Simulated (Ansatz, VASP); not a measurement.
Fe: VASP beside Ansatz

Contents of INCAR:

```
SYSTEM = Fe
  ALGO = Normal
  EDIFF = 1E-7
  ENCUT = 520
  GGA = PE
  ISIF = 2
  ISMEAR = 0
  ISPIN = 2
  LASPH = .TRUE.
  LCHARG = .TRUE.
  LELF = .TRUE.
  LMAXMIX = 4
  LORBIT = 11
  LREAL = .FALSE.
  LVHAR = .TRUE.
  LWAVE = .FALSE.
  MAGMOM = 2.44
  NBANDS = 14
  NELM = 150
  PREC = Accurate
  SIGMA = 0.15
```

File KPOINTS:

```
k-points
0
G
  10 10 10
  0 0 0
```

The input POSCAR:

```
Fe
1.0
   -1.4157750842      1.4157750842      1.3496583878
    1.4157750842     -1.4157750842      1.3496583878
    1.4157750842      1.4157750842     -1.3496583878
Fe
1
Direct
    0.0000000000      0.0000000000      0.0000000000
```

Input for Ansatz:

```yaml
crystal:
  lattice:
    - [-1.4157750842, 1.4157750842, 1.3496583878]
    - [1.4157750842, -1.4157750842, 1.3496583878]
    - [1.4157750842, 1.4157750842, -1.3496583878]
  atoms:
    - { symbol: Fe, position: [0.0, 0.0, 0.0], spin: 2.44 }
basis:
  ecutwfc: 520.0
kpoints:
  mp_grid: { grid: [10, 10, 10] }
hamiltonian:
  xc: pbe
scf:
  occupations: { method: gaussian, width: 0.15 }
output:
  forces: true
  stress: true
  eigenvalues: true
  populations: true
magnetization:
  spin_polarized: true
```

Change from the starting cell: normal strain along x +0.0000, normal strain along z -0.0467.

Alike in both runs: task single point; functional PBE; k mesh 10 × 10 × 10; occupations gaussian, width 0.15 eV; collinear spin.

```csv
,VASP,Ansatz
version,VASP 6.6.1,Ansatz 0.2.0
potentials or method,"VASP PAW PBE potentials, release 64 (Fe)","scalar-relativistic, plane waves, PAW"
plane-wave cutoff (eV),520,520
valence electrons in the cell,8,16
```

|  | VASP | Ansatz | Ansatz less VASP |
| --- | --- | --- | --- |
| gap on the k mesh at the Fermi level (eV) | none | none | - |
| pressure (GPa) | 10.4 | 10.8 | +0.41 |
| largest component of the traceless stress (GPa) | 6.63 | 6.51 | -0.119 |
| net moment per atom (μB) | 2.11 | 2.10 | -0.008 |
| size of the moment on the site where the two differ most (μB) | 2.10 | 2.14 | +0.044 |

Site moments also hang on the region over which each program counts them. A gap of «none» marks a metal or a gap that the smearing closes. The two sets of potentials don't hold the same shells in valence.
